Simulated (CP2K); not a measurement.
Runs of CP2K 2026.2 on BN. The structure is cubic, space group F-43m (No. 216). Conventional cell: a = 3.626 Å, b = 3.626 Å, c = 3.626 Å, α = 90.00°, β = 90.00°, γ = 90.00°. Around N (site symmetry -43m) lie 4 B at 1.57 Å. B (site symmetry -43m) has 4 N at 1.57 Å as nearest neighbours. The cell is a database's computed one.

```csv
potentials or basis,gap on the mesh (eV),pressure (GPa)
"GTH_POTENTIALS N GTH-BLYP-q5, B GTH-BLYP-q3; DZVP-MOLOPT-SR-GTH basis",4.63,0.5
"POTENTIAL_UZH N GTH-SCAN-q5, B GTH-SCAN-q3; DZVP-MOLOPT-SR-GTH basis",4.70,(b)
"POTENTIAL_UZH N GTH-PBE0-q5, B GTH-PBE0-q3; DZVP-MOLOPT-SR-GTH basis",4.59,0.5
"GTH_POTENTIALS N GTH-PBE-q5, B GTH-PBE-q3; DZVP-MOLOPT-SR-GTH basis",4.60,(a)
"GTH_POTENTIALS N GTH-PADE-q5, B GTH-PADE-q3; DZVP-MOLOPT-SR-GTH basis",4.76,(c)
```

Alike in all rows: task band structure; level PBE; no spin polarisation; cell as given; k mesh 13 × 13 × 13; smearing fermi-dirac 0.05 eV.

Question: Estimate the missing entries.

Answer: (a) 0.9; (b) -2.8; (c) -9.6.

Caveats: the basis of atomic orbitals isn't converged, which shifts pressures, moduli and gaps; the potentials were made for another functional, which shifts forces and pressure (some runs).

A k mesh can miss the band edges.
